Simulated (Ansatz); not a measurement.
## K under changes of volume

One of the cells (78.046 Å³/atom); the others are scaled copies at fixed shape and fractional positions:

```
CELL_PARAMETERS angstrom
0.00000 3.39187 3.39187
3.39187 0.00000 3.39187
3.39187 3.39187 0.00000
ATOMIC_POSITIONS crystal
K 0.00000 0.00000 0.00000
```

This isn't the form of K at room conditions, which is bcc.

```yaml
Program: Ansatz 0.2.0
Functional: PBE
Potentials_or_basis: all-electron LAPW, scalar-relativistic
Cutoff: 53 eV (chosen from the basis error)
Basis_error_allowed: 0.0005 eV/atom
k_mesh: 7 × 7 × 7
Occupations: fermi-dirac, width 0.05 eV
Spin: no spin polarisation
```

```csv
volume (Å³/atom),energy over the lowest point (meV/atom),pressure (GPa)
73.363,0.00,0.0
74.924,0.26,-0.1
76.485,1.20,-0.1
78.046,?,?
79.607,4.89,-0.2
81.167,7.51,-0.3
82.728,10.60,-0.3
```

**Question.** What does the run at 78.046 Å³/atom give?

**Answer.** Energy over the lowest point 2.77 meV/atom; pressure -0.2 GPa.

Worked out: A Birch-Murnaghan fit of order 3 (a polynomial in V^(-2/3)) to the other rows has its minimum at 73.59 Å³/atom with B0 = V·E''(V) = 3.6 GPa and B' = 3.8. It gives 2.76 meV/atom at 78.046 Å³/atom, against the run's 2.77, and -dE/dV = -0.2 GPa, against -0.2.

Energies are extrapolated to zero smearing.
